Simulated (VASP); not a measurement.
# ZnS (P6_3mc) in VASP: single point with PBE

Aim: the single point of ZnS with PBE.

All numbers are computed with VASP 6.6.1; they aren't measurements. Logs are shortened: lines on timing, memory, paths and dates and some standing lists are left out, and cuts for length are marked.

**What was measured.**

From a printed reference work, monograph, for a bulk crystal of ZnS at 4 K: band gap 3.911 eV (direct).

The results are compared with them further down.

**1. The crystal as given**

The structure is hexagonal, space group P6_3mc (No. 186). Conventional cell: a = 3.761 Å, b = 3.761 Å, c = 6.153 Å, α = 90.00°, β = 90.00°, γ = 120.00°. Zn (site symmetry 3m) is surrounded by 4 S at 2.30 to 2.31 Å. Around S (site symmetry 3m) lie 4 Zn at 2.30 to 2.31 Å.

**2. Single point, PBE**

Input file INCAR:

```
SYSTEM = ZnS
  ALGO = Fast
  EDIFF = 1E-6
  ENCUT = 520
  GGA = PE
  ISIF = 2
  ISMEAR = -1
  LASPH = .True.
  LCHARG = .False.
  LREAL = .False.
  LWAVE = .False.
  NBANDS = 26
  NELM = 100
  PREC = Accurate
  SIGMA = 0.1
```

Input file KPOINTS:

```
k-points
0
Gamma
  8 8 4
  0 0 0
```

Input file POSCAR:

```
ZnS
1.0
    3.7612669800      0.0000000000      0.0000000000
   -1.8806334900      3.2573499800      0.0000000000
    0.0000000000      0.0000000000      6.1526471700
Zn S
2 2
Direct
    0.6666700000      0.3333300000      0.0000000000
    0.3333400000      0.6666700000      0.5000000000
    0.6666700000      0.3333300000      0.3750000000
    0.3333400000      0.6666700000      0.8750000000
```

Potentials or basis: VASP PAW PBE potentials, release 64 (Zn, S).

The run is started by

```console
$ cat potpaw_PBE.64/Zn/POTCAR potpaw_PBE.64/S/POTCAR > POTCAR
$ mpirun -np 1 vasp_std > vasp.out
```

OUTCAR:

```text
SYSTEM = ZnS
   EDIFF = 1E-6
   ENCUT = 520
   GGA = PE
   ISIF = 2
   ISMEAR = -1
   LASPH = .True.
   LREAL = .False.
   NELM = 100
   PREC = Accurate

 ion  position               nearest neighbor table
   1  0.667  0.333  0.000-   4 2.30   4 2.30   4 2.30   3 2.31
   2  0.333  0.667  0.500-   3 2.30   3 2.30   3 2.30   4 2.31
   3  0.667  0.333  0.375-   2 2.30   2 2.30   2 2.30   1 2.31
   4  0.333  0.667  0.875-   1 2.30   1 2.30   1 2.30   2 2.31

  LATTYP: Found a hexagonal cell.
 ALAT       =     3.7612669800
 C/A-ratio  =     1.6357911317

  Lattice vectors:

 A1 = (   3.7612669800,   0.0000000000,   0.0000000000)
 A2 = (  -1.8806334900,   3.2573499800,   0.0000000000)
 A3 = (   0.0000000000,   0.0000000000,   6.1526471700)

Analysis of symmetry for initial positions (statically):
=====================================================================
 Subroutine PRICEL returns:
 Original cell was already a primitive cell.

 Routine SETGRP: Setting up the symmetry group for a
 hexagonal supercell.

 Subroutine GETGRP returns: Found  4 space group operations
 (whereof  1 operations were pure point group operations)
 out of a pool of 24 trial point group operations.

The static configuration has the point symmetry C_1 .
 The point group associated with its full space group is C_2v.

Analysis of symmetry for dynamics (positions and initial velocities):
=====================================================================
 Subroutine PRICEL returns:
 Original cell was already a primitive cell.

 Routine SETGRP: Setting up the symmetry group for a
 hexagonal supercell.

 Subroutine GETGRP returns: Found  4 space group operations
 (whereof  1 operations were pure point group operations)
 out of a pool of 24 trial point group operations.

The dynamic configuration has the point symmetry C_1 .
 The point group associated with its full space group is C_2v.

 Subroutine INISYM returns: Found  4 space group operations
 (whereof  1 operations are pure point group operations),
 and found     1 'primitive' translations

----------------------------------------------------------------------------------------

                                     Primitive cell

  volume of cell :      75.3808

  direct lattice vectors                    reciprocal lattice vectors
     3.761266980  0.000000000  0.000000000     0.265867859  0.153499011  0.000000000
    -1.880633490  3.257349980  0.000000000     0.000000000  0.306998022  0.000000000
     0.000000000  0.000000000  6.152647170     0.000000000  0.000000000  0.162531667

  length of vectors
     3.761266980  3.761264577  6.152647170     0.306997826  0.306998022  0.162531667

  position of ions in fractional coordinates (direct lattice)
     0.666670000  0.333330000  0.000000000
     0.333340000  0.666670000  0.500000000
     0.666670000  0.333330000  0.375000000
     0.333340000  0.666670000  0.875000000

  ion indices of the primitive-cell ions
   primitive index   ion index
                 1           1
                 2           2
                 3           3
                 4           4

----------------------------------------------------------------------------------------

 KPOINTS: k-points

Automatic generation of k-mesh.
 Grid dimensions read from file:
 generate k-points for:    8    8    4

 Generating k-lattice:

  Cartesian coordinates                     Fractional coordinates (reciprocal lattice)
     0.033233482  0.019187376  0.000000000     0.125000000  0.000000000  0.000000000
     0.000000000  0.038374753  0.000000000     0.000000000  0.125000000  0.000000000
     0.000000000  0.000000000  0.040632917     0.000000000  0.000000000  0.250000000

  Length of vectors
     0.038374728  0.038374753  0.040632917

  Shift w.r.t. Gamma in fractional coordinates (k-lattice)
     0.000000000  0.000000000  0.000000000

 Subroutine IBZKPT returns following result:
 ===========================================

 Found     63 irreducible k-points:

 Following reciprocal coordinates:
            Coordinates               Weight
  0.000000  0.000000  0.000000      1.000000
  0.125000  0.000000  0.000000      4.000000
  0.000000  0.125000  0.000000      2.000000
  0.250000  0.000000  0.000000      4.000000
  0.000000  0.250000  0.000000      2.000000
  0.375000  0.000000  0.000000      4.000000
[... 16 lines left out ...]
  0.125000  0.000000  0.250000      8.000000
  0.000000  0.125000  0.250000      4.000000
 [... further k-points ...]
   k-points           NKPTS =     63   k-points in BZ     NKDIM =     63   number of bands    NBANDS=     26
   number of dos      NEDOS =    301   number of ions     NIONS =      4
   total plane-waves  NPLWV =  37632
   dimension x,y,z NGX =    28 NGY =   28 NGZ =   48
   dimension x,y,z NGXF=    56 NGYF=   56 NGZF=   96
   ions per type =               2   2
   NGX,Y,Z   is equivalent  to a cutoff of  12.38, 12.38, 12.97 a.u.
   NGXF,Y,Z  is equivalent  to a cutoff of  24.75, 24.75, 25.94 a.u.
 SYSTEM =  ZnS
   PREC   = accura    normal or accurate (medium, high low for compatibility)
   ISTART =      0    job   : 0-new  1-cont  2-samecut
   ICHARG =      2    charge: 1-file 2-atom 10-const
   ISPIN  =      1    spin polarized calculation?
   LNONCOLLINEAR =      F non collinear calculations
   LSORBIT =      F    spin-orbit coupling
   LASPH  =      T    aspherical Exc in radial PAW
   ENCUT  =  520.0 eV  38.22 Ry    6.18 a.u.   6.99  6.99 11.44*2*pi/ulx,y,z
   NELM   =    100;   NELMIN=  2; NELMDL= -5     # of ELM steps
   EDIFF  = 0.1E-05   stopping-criterion for ELM
   LREAL  =      F    real-space projection
   EDIFFG = 0.1E-04   stopping-criterion for IOM
   NSW    =      0    number of steps for IOM
   IBRION =     -1    ionic relax: 0-MD 1-quasi-New 2-CG
   NFREE  =      0    steps in history (QN), initial steepest desc. (CG)
   ISIF   =      2    stress and relaxation
   ISYM   =      2    0-nonsym 1-usesym 2-fastsym
   POTIM  = 0.5000    time-step for ionic-motion
   TEBEG  =    0.0;   TEEND  =   0.0 temperature during run
   PSTRESS=    0.0 pullay stress
   NELECT =      36.0000    total number of electrons
   NUPDOWN=      -1.0000    fix difference up-down
   EMIN   =  10.00;   EMAX   =-10.00  energy-range for DOS
   EFERMI =   0.00;   METHOD = LEGACY
   ISMEAR =    -1;   SIGMA  =   0.10  broadening in eV -4-tet -1-fermi 0-gaus
   EFERMI_NEDOS =   21; number of points for ismear=-14 and -15
   IALGO  =     68    algorithm
   IMIX   =      4    mixing-type and parameters
     AMIX     =   0.40;   BMIX     =  1.00
     AMIX_MAG =   1.60;   BMIX_MAG =  1.00
  volume/ion in A,a.u.               =      18.85       127.17
  Fermi-wavevector in a.u.,A,eV,Ry     =   1.279643  2.418174 22.279350  1.637486
  Thomas-Fermi vector in A             =   2.412117
   LORBIT       =      0    0 simple, 1 ext, 2 COOP (PROOUT), +10 PAW based schemes
   GGA     = PE    functional components
   LHFCALC =     F    Hartree Fock is set to
   AEXX    =    0.0000 exact exchange contribution
   IVDW    =     0    specifies the selected vdW correction
   LEPSILON=     F    determine dielectric tensor
   LRPA    =     F    only Hartree local field effects (RPA)
 non-spin polarized calculation
 RMM-DIIS sequential band-by-band and
  energy-cutoff  :      520.00
  volume of cell :       75.38
 maximum number of plane-waves:      2047
   NGX = 13   NGY = 13   NGZ = 23

 number of electron      35.9999971 magnetization

 Free energy of the ion-electron system (eV)
  ---------------------------------------------------
  ext. energy  EPLUGINS =         0.00000000
  ---------------------------------------------------
  free energy    TOTEN  =       -13.59964604 eV

  energy without entropy =      -13.59964572  energy(sigma->0) =      -13.59964588

 E-fermi :   3.8507     XC(G=0):  -9.8418

 val. band max:        2.5573339649   @ k =   0.0000   0.0000   0.0000
 cond. band min:       4.9612388807   @ k =   0.0000   0.0000   0.0000
 fundamental gap:      2.4039049158
 Fermi energy:         3.8506937925

 k-point     1 :       0.0000    0.0000    0.0000
  band No.  band energies     occupation
      1     -10.9346      2.00000
      2      -9.9122      2.00000
      3      -3.9745      2.00000
      4      -3.9625      2.00000
      5      -3.9624      2.00000
      6      -3.8737      2.00000
[... 18 lines left out ...]
     25      10.2641      0.00000
     26      12.0539      0.00000

 k-point     2 :       0.1250    0.0000    0.0000
  band No.  band energies     occupation
      1     -10.8220      2.00000
      2      -9.8495      2.00000
      3      -3.9774      2.00000
      4      -3.9479      2.00000
      5      -3.9399      2.00000
      6      -3.8627      2.00000
[... 18 lines left out ...]
     25      10.7598      0.00000
     26      11.2557      0.00000

 k-point     3 :       0.0000    0.1250    0.0000
  band No.  band energies     occupation
      1     -10.8220      2.00000
      2      -9.8495      2.00000
      3      -3.9774      2.00000
      4      -3.9479      2.00000
      5      -3.9398      2.00000
      6      -3.8628      2.00000
[... 18 lines left out ...]
     25      10.7594      0.00000
     26      11.2553      0.00000

 k-point     4 :       0.2500    0.0000    0.0000
  band No.  band energies     occupation
      1     -10.5190      2.00000
      2      -9.7035      2.00000
      3      -3.9909      2.00000
      4      -3.9076      2.00000
      5      -3.8924      2.00000
      6      -3.8014      2.00000
[... 18 lines left out ...]
     25      11.1595      0.00000
     26      11.5415      0.00000

 k-point     5 :       0.0000    0.2500    0.0000
  band No.  band energies     occupation
      1     -10.5190      2.00000
      2      -9.7035      2.00000
      3      -3.9909      2.00000
      4      -3.9076      2.00000
      5      -3.8923      2.00000
      6      -3.8014      2.00000
[... 18 lines left out ...]
     25      11.1590      0.00000
     26      11.5421      0.00000

 k-point     6 :       0.3750    0.0000    0.0000
  band No.  band energies     occupation
      1     -10.1418      2.00000
      2      -9.5882      2.00000
      3      -3.9774      2.00000
      4      -3.8583      2.00000
      5      -3.8509      2.00000
      6      -3.6692      2.00000
[... 427 lines left out ...]
 k-point    21 :      -0.2500   -0.3750    0.0000
  band No.  band energies     occupation
      1      -9.7602      2.00000
      2      -9.6058      2.00000
      3      -3.9446      2.00000
      4      -3.7808      2.00000
      5      -3.6962      2.00000
      6      -3.6014      2.00000
[... 18 lines left out ...]
     25      12.2288      0.00000
     26      12.6609      0.00000

 k-point    22 :       0.0000    0.0000    0.2500
  band No.  band energies     occupation
      1     -10.8064      2.00000
      2     -10.0884      2.00000
      3      -3.9859      2.00000
      4      -3.9538      2.00000
      5      -3.9538      2.00000
      6      -3.8913      2.00000
[... 18 lines left out ...]
     25       9.8972      0.00000
     26      11.1461      0.00000

 k-point    23 :       0.1250    0.0000    0.2500
  band No.  band energies     occupation
      1     -10.6985      2.00000
      2     -10.0146      2.00000
      3      -3.9947      2.00000
      4      -3.9370      2.00000
      5      -3.9294      2.00000
      6      -3.8876      2.00000
[... 18 lines left out ...]
     25      10.3763      0.00000
     26      11.1611      0.00000

 k-point    24 :       0.0000    0.1250    0.2500
  band No.  band energies     occupation
      1     -10.6985      2.00000
      2     -10.0146      2.00000
      3      -3.9947      2.00000
      4      -3.9370      2.00000
      5      -3.9293      2.00000
      6      -3.8876      2.00000
[... 18 lines left out ...]
     25      10.3762      0.00000
     26      11.1613      0.00000

 [... further k-points ...]

------------------------ aborting loop because EDIFF is reached ----------------------------------------

  FORCE on cell =-STRESS in cart. coord.  units (eV):
  Direction    XX          YY          ZZ          XY          YZ          ZX
  --------------------------------------------------------------------------------------
  -------------------------------------------------------------------------------------
  Total        2.8355920      2.8361324      3.0048913      0.0000000      0.0000000      0.0000000
  in kB       60.2689648     60.2804501     63.8673287      0.0000000      0.0000000      0.0000000
  external PRESSURE =      61.4722479 kB  Pullay stress =       0.0000000 kB

 VOLUME and BASIS-vectors are now :
 -----------------------------------------------------------------------------
  energy-cutoff  :      520.00
  volume of cell :       75.38
      direct lattice vectors                 reciprocal lattice vectors
     3.761266980  0.000000000  0.000000000     0.265867859  0.153499011  0.000000000
    -1.880633490  3.257349980  0.000000000     0.000000000  0.306998022  0.000000000
     0.000000000  0.000000000  6.152647170     0.000000000  0.000000000  0.162531667

 POSITION                                       TOTAL-FORCE (eV/Angst)
 -----------------------------------------------------------------------------------
      1.88065      1.08577      0.00000         0.000000      0.000140      0.014964
      0.00002      2.17158      3.07632         0.000000     -0.000140      0.014964
      1.88065      1.08577      2.30724         0.000000      0.000174     -0.014964
      0.00002      2.17158      5.38357         0.000000     -0.000174     -0.014964
 -----------------------------------------------------------------------------------
    total drift:                               -0.000000     -0.000001      0.000896

  FREE ENERGIE OF THE ION-ELECTRON SYSTEM (eV)
  ---------------------------------------------------
  free  energy   TOTEN  =       -13.5996460436 eV

  energy  without entropy=      -13.5996457209  energy(sigma->0) =      -13.59964588
```

Run time: 93 s. Hardware: 1 thread of Intel Xeon Platinum 8488C (Sapphire Rapids), shared host; peak memory 0.25 GiB.

Results:

```yaml
Free_energy: -13.5996 eV
Pressure: 6.1 GPa
Largest_force: 0.015 eV/Å
Band_gap_on_the_k_mesh: 2.40 eV, direct
```

Forces on the atoms (eV/Å):
```
Zn   0.000  0.000  0.015
Zn   0.000  0.000  0.015
S    0.000  0.000 -0.015
S    0.000  0.000 -0.015
```

Levels at points of the mesh, in eV from the valence-band top:
```
           k point  band 16  band 17  band 18  band 19  band 20  band 21
(0.00, 0.00, 0.00)    -0.07     0.00     0.00     2.40     3.15     6.27
(0.50, 0.00, 0.00)    -2.40    -1.80    -0.95     3.61     4.37     5.10
(0.00, 0.50, 0.00)    -2.40    -1.80    -0.95     3.61     4.37     5.10
(0.00, 0.00, 0.50)    -0.50    -0.50    -0.50     3.67     3.67     6.74
(0.50, 0.00, 0.50)    -1.73    -1.72    -1.72     3.57     3.57     5.20
(0.00, 0.50, 0.50)    -1.73    -1.72    -1.72     3.57     3.57     5.20
```

Caveat: the cell's inner coordinates are idealised or old, which leaves forces on the atoms.

**3. Comparison with measurements**

Step 2. A measured gap of ZnS is 3.911 eV (direct; 4 K; a printed reference work, monograph); the calculated 2.40 eV misses it by -1.51 eV. The value is that of PBE, without temperature or zero-point motion. Semilocal functionals fall short of measured gaps as a rule.
